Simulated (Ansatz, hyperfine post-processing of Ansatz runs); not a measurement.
# KLi2MnPCO7: isotropic lines and sites in a paramagnetic 7Li spectrum

Calculated values: DFT, PBEsol+U, plane-wave PAW, default files (PAW set soft_2), collinear spin, scalar-relativistic (Ansatz), contact and point-dipole shifts scaled to 330 K with Θ = 0 K (a pure Curie law); spin-only moments, above the ordering temperature.

```xyz
26
Lattice="5.5570 0.0000 0.0000 0.0000 6.8671 0.0000 -0.3626 0.0000 8.8281" Properties=species:S:1:pos:R:3 pbc="T T T"
Mn    3.9974    5.0396    7.7838
Mn    1.1971    1.6060    1.0443
K     0.9761    0.2970    6.4275
K     4.2183    3.7306    2.4006
P     3.6747    1.5277    8.2524
P     1.5197    4.9612    0.5757
O     1.8643    2.5008    4.9110
O     4.7797    4.6469    5.0673
O     2.7410    5.0052    5.8845
O     4.1785    2.7845    7.4749
O     4.1083    0.2770    7.4535
O     0.5552    4.9407    7.9576
O     2.1316    1.5863    8.3347
O     3.0628    5.0199    0.4934
O     4.6392    1.5072    0.8705
O     1.0862    3.7105    1.3746
O     1.0160    6.2181    1.3532
O     2.4534    1.5717    2.9435
O     0.4147    1.2134    3.7607
O     3.3302    5.9343    3.9170
C     3.6251    5.2275    4.9424
C     1.5693    1.7939    3.8857
Li    0.8967    4.0332    6.1516
Li    3.5096    3.0336    5.7582
Li    1.6848    6.4672    3.0699
Li    4.2977    0.5997    2.6765
```

7Li MAS at 9.4 T (155.6 MHz), 62.5 kHz, 330 K; contact and dipolar shift alone, no orbital or quadrupolar part; lines under 1.5 % of the strongest are left out. Lines of the NMR spectrum (strongest = 100):

| position (ppm) | intensity |
| --- | --- |
| -1642.1 | 1.8 |
| -1240.3 | 9.2 |
| -1212.2 | 4.7 |
| -838.6 | 51 |
| -810.4 | 20 |
| -436.8 | 89 |
| -408.6 | 72 |
| -35.0 | 42 |
| -6.8 | 100 |
| 366.8 | 16 |
| 395.0 | 62 |
| 768.6 | 44 |
| 796.8 | 23 |
| 1170.4 | 21 |
| 1198.6 | 5.5 |
| 1572.2 | 10 |
| 1974.0 | 2.8 |

**Question.** Which lines are isotropic ones rather than spinning sidebands, and which Li atoms give them?

Sidebands are spaced by 402 ppm (the spinning rate over the resonance of 155.6 MHz). An isotropic line need not be the tallest: it is the area-weighted centre of its own family of sidebands, and the one that stays put when the rate is changed. Isotropic shifts: -7 ppm for atom 23 and the 1 atom equivalent to it (2 Mn through links of 76° (1), 97° (1) and 113° (1)), reduced anisotropy 976 ppm; -35 ppm for atom 24 and the 1 atom equivalent to it (1 Mn through links of 69° (1) and 82 to 88° (2)), reduced anisotropy 1719 ppm. The families' total areas stand as 1:1; where areas are equal the match rests on the calculation.

[Logs are printed without paths, hosts, clocks, repeated set-up lines and the standing remarks that a program may print on its own settings, such as how far it seeks lower states.]

[Hosts, paths, dates, database ids (printed as entryN), source tags and the programs' standing remarks are cut or masked in the printed files.]
